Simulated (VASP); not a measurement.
# TiO2 (Anatase) (I4_1/amd) in VASP: a series of runs

One crystal, TiO2 (Anatase), is run at these levels: LDA; tasks: dielectric tensor.

All numbers are computed with VASP 6.6.1; they aren't measurements. Logs are shortened: lines on timing, memory, paths and dates and some standing lists are left out, and cuts for length are marked.

## 1. The structure

It takes space group I4_1/amd (No. 141, tetragonal). Conventional cell: a = 3.784 Å, b = 3.784 Å, c = 9.515 Å, α = 90.00°, β = 90.00°, γ = 90.00°. Ti (site symmetry -4m2) has 6 O at 1.93 to 1.98 Å as nearest neighbours. O (site symmetry 2mm) has 3 Ti at 1.93 to 1.98 Å as nearest neighbours.

## 2. Dielectric tensor, LDA

Input file INCAR:

```
SYSTEM = TiO2
PREC = Accurate
ENCUT = 500
EDIFF = 1E-8
ISMEAR = 0
SIGMA = 0.01
LREAL = .False.
LASPH = .True.
NELM = 100
ALGO = Normal
ISIF = 2
LWAVE = .False.
LCHARG = .False.
GGA = CA
LEPSILON = .True.
```

Input file KPOINTS:

```
regular mesh
0
Gamma
  4 4 4
  0 0 0
```

Input file POSCAR:

```
TiO2
1.0
   -1.8921000000      1.8921000000      4.7573000000
    1.8921000000     -1.8921000000      4.7573000000
    1.8921000000      1.8921000000     -4.7573000000
Ti O
2 4
Direct
    0.7500000000      0.2500000000      0.5000000000
    0.0000000000      0.0000000000      0.0000000000
    0.7919000000      0.7919000000      0.0000000000
    0.5419000000      0.0419000000      0.5000000000
    0.9581000000      0.4581000000      0.5000000000
    0.2081000000      0.2081000000      0.0000000000
```

Potentials or basis: VASP PAW LDA potentials, release 64 (Ti_sv, O).

The run is started by

```console
cat potpaw_LDA.64/Ti_sv/POTCAR potpaw_LDA.64/O/POTCAR > POTCAR
mpirun -np 1 vasp_std > vasp.out
```

OUTCAR:

```text
SYSTEM = TiO2
   PREC = Accurate
   ENCUT = 500
   EDIFF = 1E-8
   ISMEAR = 0
   LREAL = .False.
   LASPH = .True.
   NELM = 100
   ISIF = 2
   GGA = CA
   LEPSILON = .True.

 Found     13 irreducible k-points:

 Following reciprocal coordinates:
            Coordinates               Weight
  0.000000  0.000000  0.000000      1.000000
  0.250000  0.000000  0.000000      8.000000
  0.500000  0.000000  0.000000      4.000000
  0.250000  0.250000  0.000000      8.000000
  0.500000  0.250000 -0.000000     16.000000
 -0.250000  0.250000  0.000000      4.000000
   k-points           NKPTS =     13   k-points in BZ     NKDIM =     13   number of bands    NBANDS=     28
   number of dos      NEDOS =    301   number of ions     NIONS =      6
   total plane-waves  NPLWV =  64000
   dimension x,y,z NGX =    40 NGY =   40 NGZ =   40
   dimension x,y,z NGXF=    80 NGYF=   80 NGZF=   80
   ions per type =               2   4
   NGX,Y,Z   is equivalent  to a cutoff of  12.18, 12.18, 12.18 a.u.
   NGXF,Y,Z  is equivalent  to a cutoff of  24.37, 24.37, 24.37 a.u.
 SYSTEM =  TiO2
   PREC   = accura    normal or accurate (medium, high low for compatibility)
   ISTART =      0    job   : 0-new  1-cont  2-samecut
   ICHARG =      2    charge: 1-file 2-atom 10-const
   ISPIN  =      1    spin polarized calculation?
   LNONCOLLINEAR =      F non collinear calculations
   LSORBIT =      F    spin-orbit coupling
   LASPH  =      T    aspherical Exc in radial PAW
   ENCUT  =  500.0 eV  36.75 Ry    6.06 a.u.   9.95  9.95  9.95*2*pi/ulx,y,z
   NELM   =    100;   NELMIN=  2; NELMDL= -5     # of ELM steps
   EDIFF  = 0.1E-07   stopping-criterion for ELM
   LREAL  =      F    real-space projection
   EDIFFG = 0.1E-06   stopping-criterion for IOM
   NSW    =      0    number of steps for IOM
   IBRION =     -1    ionic relax: 0-MD 1-quasi-New 2-CG
   NFREE  =      0    steps in history (QN), initial steepest desc. (CG)
   ISIF   =      2    stress and relaxation
   ISYM   =      2    0-nonsym 1-usesym 2-fastsym
   POTIM  = 0.5000    time-step for ionic-motion
   TEBEG  =    0.0;   TEEND  =   0.0 temperature during run
   PSTRESS=    0.0 pullay stress
   NELECT =      48.0000    total number of electrons
   NUPDOWN=      -1.0000    fix difference up-down
   EMIN   =  10.00;   EMAX   =-10.00  energy-range for DOS
   EFERMI =   0.00;   METHOD = LEGACY
   ISMEAR =     0;   SIGMA  =   0.01  broadening in eV -4-tet -1-fermi 0-gaus
   EFERMI_NEDOS =   21; number of points for ismear=-14 and -15
   IALGO  =     38    algorithm
   IMIX   =      4    mixing-type and parameters
     AMIX     =   0.40;   BMIX     =  1.00
     AMIX_MAG =   1.60;   BMIX_MAG =  1.00
  volume/ion in A,a.u.               =      11.35        76.62
  Fermi-wavevector in a.u.,A,eV,Ry     =   1.456752  2.752862 28.873289  2.122127
  Thomas-Fermi vector in A             =   2.573634
   LORBIT       =      0    0 simple, 1 ext, 2 COOP (PROOUT), +10 PAW based schemes
   GGA     = CA    functional components
   LHFCALC =     F    Hartree Fock is set to
   AEXX    =    0.0000 exact exchange contribution
   IVDW    =     0    specifies the selected vdW correction
   LEPSILON=     T    determine dielectric tensor
   LRPA    =     F    only Hartree local field effects (RPA)
 non-spin polarized calculation
 Gauss-broadening in eV      SIGMA  =   0.01
  energy-cutoff  :      500.00
  volume of cell :       68.13
 maximum number of plane-waves:      1744
   NGX = 19   NGY = 19   NGZ = 19

--------------------------------------- Ionic step        1  -------------------------------------------

 number of electron      47.9999993 magnetization

 E-fermi :   3.1060     XC(G=0): -11.3436

 val. band max:        3.0539865428   @ k =   0.5000   0.5000   0.0000
 cond. band min:       5.0860627531   @ k =   0.0000   0.0000   0.0000
 fundamental gap:      2.0320762102
 Fermi energy:         3.1059512837

 k-point     1 :       0.0000    0.0000    0.0000
  band No.  band energies     occupation
      1     -52.5726      2.00000
      2     -52.5073      2.00000
      3     -29.4539      2.00000
      4     -29.2020      2.00000
      5     -29.2020      2.00000
      6     -29.1264      2.00000
[... 20 lines left out ...]
     27       7.0044      0.00000
     28       7.0085      0.00000

 k-point     2 :       0.2500    0.0000    0.0000
  band No.  band energies     occupation
      1     -52.5646      2.00000
      2     -52.5130      2.00000
      3     -29.4384      2.00000
      4     -29.2698      2.00000
      5     -29.2069      2.00000
      6     -29.1512      2.00000
[... 20 lines left out ...]
     27       6.3504      0.00000
     28       6.6295      0.00000

 k-point     3 :       0.5000    0.0000    0.0000
  band No.  band energies     occupation
      1     -52.5539      2.00000
      2     -52.5213      2.00000
      3     -29.4217      2.00000
      4     -29.3378      2.00000
      5     -29.2110      2.00000
      6     -29.1632      2.00000
[... 20 lines left out ...]
     27       6.5930      0.00000
     28       6.6945      0.00000

 k-point     4 :       0.2500    0.2500    0.0000
  band No.  band energies     occupation
      1     -52.5539      2.00000
      2     -52.5213      2.00000
      3     -29.4109      2.00000
      4     -29.3141      2.00000
      5     -29.2410      2.00000
      6     -29.1771      2.00000
[... 20 lines left out ...]
     27       6.3968      0.00000
     28       6.6191      0.00000

 k-point     5 :       0.5000    0.2500   -0.0000
  band No.  band energies     occupation
      1     -52.5479      2.00000
      2     -52.5248      2.00000
      3     -29.4238      2.00000
      4     -29.3551      2.00000
      5     -29.2439      2.00000
      6     -29.2076      2.00000
[... 20 lines left out ...]
     27       6.6653      0.00000
     28       6.8085      0.00000

 k-point     6 :      -0.2500    0.2500    0.0000
  band No.  band energies     occupation
      1     -52.5606      2.00000
      2     -52.5145      2.00000
      3     -29.4466      2.00000
      4     -29.2949      2.00000
      5     -29.2329      2.00000
      6     -29.1822      2.00000
[... 20 lines left out ...]
     27       6.5237      0.00000
     28       6.7781      0.00000

 [... further k-points ...]

  FORCE on cell =-STRESS in cart. coord.  units (eV):
  Direction    XX          YY          ZZ          XY          YZ          ZX
  --------------------------------------------------------------------------------------
  -------------------------------------------------------------------------------------
  Total       -2.5319215     -2.5319215     -2.1171549      0.0000000     -0.0000000      0.0000000
  in kB      -59.5459344    -59.5459344    -49.7914191      0.0000000     -0.0000000      0.0000000
  external PRESSURE =     -56.2944293 kB  Pullay stress =       0.0000000 kB

 VOLUME and BASIS-vectors are now :
 -----------------------------------------------------------------------------
  energy-cutoff  :      500.00
  volume of cell :       68.13
      direct lattice vectors                 reciprocal lattice vectors
    -1.892100000  1.892100000  4.757300000     0.000000000  0.264256646  0.105101633
     1.892100000 -1.892100000  4.757300000     0.264256646  0.000000000  0.105101633
     1.892100000  1.892100000 -4.757300000     0.264256646  0.264256646  0.000000000

 POSITION                                       TOTAL-FORCE (eV/Angst)
 -----------------------------------------------------------------------------------
      0.00000      1.89210      2.37865         0.000000      0.000000     -0.000000
      0.00000      0.00000      0.00000         0.000000      0.000000     -0.000000
      0.00000      0.00000      7.53461         0.000000     -0.000000      0.081138
      0.00000      1.89210      0.39866        -0.000000      0.000000      0.081138
      0.00000      1.89210      4.35864        -0.000000      0.000000     -0.081138
      0.00000      0.00000      1.97999         0.000000     -0.000000     -0.081138
 -----------------------------------------------------------------------------------
    total drift:                                0.000000      0.000000     -0.000000

  FREE ENERGIE OF THE ION-ELECTRON SYSTEM (eV)
  ---------------------------------------------------
  free  energy   TOTEN  =       -58.8035118502 eV

  energy  without entropy=      -58.8035118502  energy(sigma->0) =      -58.80351185

 HEAD OF MICROSCOPIC STATIC DIELECTRIC TENSOR (INDEPENDENT PARTICLE, excluding Hartree and local field effects)
 ------------------------------------------------------
           7.505151     0.000000     0.000000
           0.000000     7.505151     0.000000
           0.000000     0.000000     6.824726
 ------------------------------------------------------

 Free energy of the ion-electron system (eV)
  ---------------------------------------------------
  ---------------------------------------------------
  free energy    TOTEN  =        -1.22344267 eV

  energy without entropy =       -1.22344267

------------------------ aborting loop because EDIFF is reached ----------------------------------------

--------------------------------------- Ionic step        2  -------------------------------------------

------------------------ aborting loop because EDIFF is reached ----------------------------------------

--------------------------------------- Ionic step        3  -------------------------------------------

 Free energy of the ion-electron system (eV)
  ---------------------------------------------------
  ---------------------------------------------------
  free energy    TOTEN  =        -1.06238857 eV

  energy without entropy =       -1.06238857

------------------------ aborting loop because EDIFF is reached ----------------------------------------

 PIEZOELECTRIC TENSOR FIELD DIRECTION 3  (e Angst)
 -----------------------------------------------------------------------------
     0.00077  0.00000  0.00000           ( -0.00001  0.00000  0.00000)
     0.00000  0.00077  0.00000           (  0.00000 -0.00001  0.00000)
     0.00000  0.00000 -0.00093           (  0.00000  0.00000 -0.00003)

 PIEZOELECTRIC TENSOR FIELD DIRECTION 3  (C/m^2)
 -----------------------------------------------------------------------------
     0.00018  0.00000  0.00000
     0.00000  0.00018  0.00000
     0.00000  0.00000 -0.00022

 MACROSCOPIC STATIC DIELECTRIC TENSOR (including local field effects in DFT)
 ------------------------------------------------------
           7.283205     0.000000     0.000000
           0.000000     7.283205     0.000000
           0.000000     0.000000     6.429535
 ------------------------------------------------------

 PIEZOELECTRIC TENSOR (including local field effects)  for field in x, y, z        (e  Angst)
          XX          YY          ZZ          XY          YZ          ZX
  --------------------------------------------------------------------------------
  x     0.00000    -0.00000     0.00000     0.00000     0.00000     0.00000
  y     0.00000     0.00000     0.00000     0.00000     0.00000     0.00000
  z     0.00000     0.00000     0.00000     0.00000     0.00000     0.00000

 PIEZOELECTRIC TENSOR (including local field effects)  for field in x, y, z        (C/m^2)
          XX          YY          ZZ          XY          YZ          ZX
  --------------------------------------------------------------------------------
  x     0.00000    -0.00000     0.00000     0.00000     0.00000     0.00000
  y     0.00000     0.00000     0.00000     0.00000     0.00000     0.00000
  z     0.00000     0.00000     0.00000     0.00000     0.00000     0.00000

 BORN EFFECTIVE CHARGES (including local field effects) (in |e|, cummulative output)
 ---------------------------------------------------------------------------------
 ion    1
    1     6.71934    -0.00000     0.00000
    2     0.00000     6.71934     0.00000
    3     0.00000     0.00000     5.80173
 ion    2
    1     6.71934    -0.00000     0.00000
    2     0.00000     6.71934     0.00000
    3     0.00000     0.00000     5.80173
 ion    3
    1    -5.57101     0.00000    -0.00000
    2     0.00000    -1.14833     0.00000
    3    -0.00000     0.00000    -2.90087
 ion    4
    1    -1.14833     0.00000     0.00000
    2     0.00000    -5.57101     0.00000
    3    -0.00000     0.00000    -2.90087
 ion    5
    1    -5.57101    -0.00000    -0.00000
    2     0.00000    -1.14833     0.00000
    3     0.00000     0.00000    -2.90087
 ion    6
    1    -1.14833     0.00000     0.00000
    2     0.00000    -5.57101     0.00000
    3     0.00000     0.00000    -2.90087
```

It took 6.4 min on 1 thread of Intel Xeon 6975P-C (Granite Rapids), shared host; peak memory 0.28 GiB.

The run converged, but some of its settings lie outside the range that counts as converged, so its numbers aren't taken as properties of the crystal.

What came out:

```
Band gap on the k mesh                  : 2.03 eV, indirect (least direct gap 2.34 eV)
Electronic dielectric tensor (diagonal) : 7.28, 7.28, 6.43
Born charges (mean of the diagonal)     : Ti +6.41; O -3.21 e
```

Caveat: the k mesh is coarse (spacing up to 0.59 Å⁻¹), so the values aren't converged.

## 3. Dielectric tensor, LDA

Changes to INCAR since step 2:

```diff
@@ -2,3 +2,3 @@
 PREC = Accurate
-ENCUT = 500
+ENCUT = 400
 EDIFF = 1E-8
```

Input file KPOINTS:

```
regular mesh
0
Gamma
  5 5 5
  0 0 0
```

POSCAR is that of step 2.

Potentials or basis: VASP PAW LDA potentials, release 64 (Ti_sv, O).

The run is started by

```console
cat potpaw_LDA.64/Ti_sv/POTCAR potpaw_LDA.64/O/POTCAR > POTCAR
mpirun -np 1 vasp_std > vasp.out
```

OUTCAR:

```text
SYSTEM = TiO2
   PREC = Accurate
   ENCUT = 400
   EDIFF = 1E-8
   ISMEAR = 0
   LREAL = .False.
   LASPH = .True.
   NELM = 100
   ISIF = 2
   GGA = CA
   LEPSILON = .True.

 Found     18 irreducible k-points:

 Following reciprocal coordinates:
            Coordinates               Weight
  0.000000  0.000000  0.000000      1.000000
  0.200000 -0.000000  0.000000      8.000000
  0.400000  0.000000  0.000000      8.000000
  0.200000  0.200000  0.000000      8.000000
  0.400000  0.200000  0.000000     16.000000
 -0.400000  0.200000 -0.000000     16.000000
   k-points           NKPTS =     18   k-points in BZ     NKDIM =     18   number of bands    NBANDS=     28
[... 339 lines left out ...]

 PIEZOELECTRIC TENSOR (including local field effects)  for field in x, y, z        (e  Angst)
          XX          YY          ZZ          XY          YZ          ZX
  --------------------------------------------------------------------------------
  x     0.00000     0.00000     0.00000     0.00000     0.00000     0.00000
  y     0.00000     0.00000    -0.00000     0.00000     0.00000     0.00000
  z     0.00000     0.00000     0.00000     0.00000     0.00000     0.00000

 PIEZOELECTRIC TENSOR (including local field effects)  for field in x, y, z        (C/m^2)
          XX          YY          ZZ          XY          YZ          ZX
  --------------------------------------------------------------------------------
  x     0.00000     0.00000     0.00000     0.00000     0.00000     0.00000
  y     0.00000     0.00000    -0.00000     0.00000     0.00000     0.00000
  z     0.00000     0.00000     0.00000     0.00000     0.00000     0.00000

 BORN EFFECTIVE CHARGES (including local field effects) (in |e|, cummulative output)
 ---------------------------------------------------------------------------------
 ion    1
    1     6.60534     0.00000     0.00000
    2     0.00000     6.60534     0.00000
    3     0.00000     0.00000     5.78238
 ion    2
    1     6.60534     0.00000     0.00000
    2     0.00000     6.60534     0.00000
    3     0.00000     0.00000     5.78238
 ion    3
    1    -5.47228     0.00000     0.00000
    2    -0.00000    -1.13305    -0.00000
    3     0.00000     0.00000    -2.89119
 ion    4
    1    -1.13305     0.00000     0.00000
    2     0.00000    -5.47228     0.00000
    3     0.00000     0.00000    -2.89119
 ion    5
    1    -5.47228     0.00000    -0.00000
    2    -0.00000    -1.13305     0.00000
    3     0.00000     0.00000    -2.89119
 ion    6
    1    -1.13305     0.00000     0.00000
    2     0.00000    -5.47228     0.00000
    3     0.00000     0.00000    -2.89119
```

OSZICAR:

```text
N       E                     dE             d eps       ncg     rms          rms(c)
DAV:   1     0.601379603803E+03    0.60138E+03   -0.21737E+04  1008   0.168E+03
DAV:   2    -0.138890227009E+00   -0.60152E+03   -0.58513E+03  1276   0.524E+02
DAV:   3    -0.713825981033E+02   -0.71244E+02   -0.69789E+02  1432   0.185E+02
DAV:   4    -0.753221234953E+02   -0.39395E+01   -0.39364E+01  1424   0.412E+01
[... 12 lines left out ...]
RMM:  19    -0.105610123236E+01   -0.57922E-07   -0.54724E-06  2353   0.855E-04    0.190E-04
RMM:  20    -0.105610026073E+01    0.97162E-06   -0.46653E-06  2187   0.816E-04    0.114E-04
RMM:  21    -0.105609978624E+01    0.47450E-06   -0.10702E-06  2253   0.791E-04    0.592E-05
RMM:  22    -0.105609914626E+01    0.63997E-06   -0.60144E-07  2127   0.769E-04    0.102E-05
RMM:  23    -0.105609935122E+01   -0.20496E-06   -0.13747E-06  1811   0.729E-04    0.484E-06
```

stdout:

```text
POSCAR found type information on POSCAR TiO
 POSCAR found :  2 types and       6 ions
 scaLAPACK will be used
 LDA part: xc-table for (Slater(with rela. corr.)+CA(PZ))
 , standard interpolation
 POSCAR, INCAR and KPOINTS ok, starting setup
 FFT: planning ... GRIDC
 FFT: planning ... GRID_SOFT
 FFT: planning ... GRID
 WAVECAR not read
 entering main loop
 Linear response reoptimize wavefunctions to high precision
 Linear response G [H, r] |phi>, progress :
  Direction:   1
 Linear response G [H, r] |phi>, progress :
  Direction:   2
 Linear response G [H, r] |phi>, progress :
  Direction:   3
 Linear response to external field (no local field effect), progress :
  Direction:   1
 dielectric tensor                  component  1 :     7.689    -0.158    -0.105
 Linear response to external field (no local field effect), progress :
  Direction:   2
 dielectric tensor                  component  2 :    -0.158     6.886    -0.073
 Linear response to external field (no local field effect), progress :
  Direction:   3
 dielectric tensor                  component  3 :    -0.105    -0.073     6.796
 Linear response to external field, progress :
  Direction:   1
 dielectric tensor                  component  1 :     7.067    -0.111    -0.089
 Linear response to external field, progress :
  Direction:   2
 dielectric tensor                  component  2 :    -0.111     7.067    -0.010
 Linear response to external field, progress :
  Direction:   3
 dielectric tensor                  component  3 :    -0.103    -0.070     6.399
 Born effective charges drift removed
```

Run time: 5.5 min. Hardware: 1 thread of Intel Xeon 6975P-C (Granite Rapids), shared host; peak memory 0.25 GiB.

The run converged, but some of its settings lie outside the range that counts as converged, so its numbers aren't taken as properties of the crystal.

What came out:

| Item | Value |
| --- | --- |
| Band gap on the k mesh | 2.01 eV, indirect (least direct gap 2.36 eV) |
| Electronic dielectric tensor (diagonal) | 7.07, 7.07, 6.40 |
| Born charges (mean of the diagonal) | Ti +6.33; O -3.17 e |

Caveat: the k mesh is coarse (spacing up to 0.47 Å⁻¹), so the values aren't converged; the cutoff is under 1.25 times the usual one of these potentials, so pressure, stress and relaxed cells hold a basis-set (Pulay) error; an odd mesh through Γ misses points on the zone boundary, where band edges often lie.
